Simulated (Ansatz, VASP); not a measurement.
Two plane-wave programs on Pb

File INCAR:

```
SYSTEM = Pb
PREC = Accurate ; ENCUT = 520
EDIFF = 1E-8 ; ISMEAR = -1
SIGMA = 0.05 ; LREAL = .FALSE.
LASPH = .TRUE. ; NELM = 80
ALGO = Normal ; ISIF = 2
LWAVE = .FALSE. ; LCHARG = .FALSE.
GGA = PE ; LEFG = .TRUE.
NBANDS = 21
```

The input KPOINTS:

```
regular mesh
0
G
  8 8 8
  0 0 0
```

The input POSCAR:

```
Pb
1.0
    0.0000000000      3.4617755540      3.4617755540
    3.4617755540      0.0000000000      3.4617755540
    3.4617755540      3.4617755540      0.0000000000
Pb
2
Direct
    0.0000000000      0.0000000000      0.0000000000
    0.2500000000      0.2500000000      0.2500000000
```

Input for Ansatz:

```yaml
crystal:
  lattice:
    - [0.0, 3.461775554, 3.461775554]
    - [3.461775554, 0.0, 3.461775554]
    - [3.461775554, 3.461775554, 0.0]
  atoms:
    - { symbol: Pb, position: [0.0, 0.0, 0.0] }
    - { symbol: Pb, position: [0.25, 0.25, 0.25] }
kpoints:
  mp_grid: { grid: [8, 8, 8] }
scf:
  occupations: { method: fermi_dirac, width: 0.05 }
hamiltonian:
  xc: pbe
  pseudopotentials: { kind: paw }
output:
  forces: true
  stress: true
  eigenvalues: true
  efg: { contact_densities: true }
```

Change from the starting cell: volume scaled by 1.02, PAW files.

Alike in both runs: task electric field gradients; functional PBE; k mesh 8 × 8 × 8; occupations fermi-dirac, width 0.05 eV; no spin polarisation.

|  | VASP | Ansatz |
| --- | --- | --- |
| version | VASP 6.6.1 | Ansatz 0.2.0 |
| potentials or method | VASP PAW PBE potentials, release 64 (Pb_d) | PAW with Ansatz's default frozen-core files, scalar-relativistic |
| plane-wave cutoff (eV) | 520 | 420 |
| valence electrons in the cell | 28 | 28 |

|  | VASP | Ansatz | Ansatz less VASP |
| --- | --- | --- | --- |
| pressure (GPa) | 1.6 | 1.7 | +0.05 |
| Vzz of the field gradient on the site that differs most (V/Å²) | 0.0 | 0.0 | 0.00 |

Ansatz warned: «gradients_without_spin_orbit».

Spin-orbit coupling is left out, which matters for the levels of Pb.
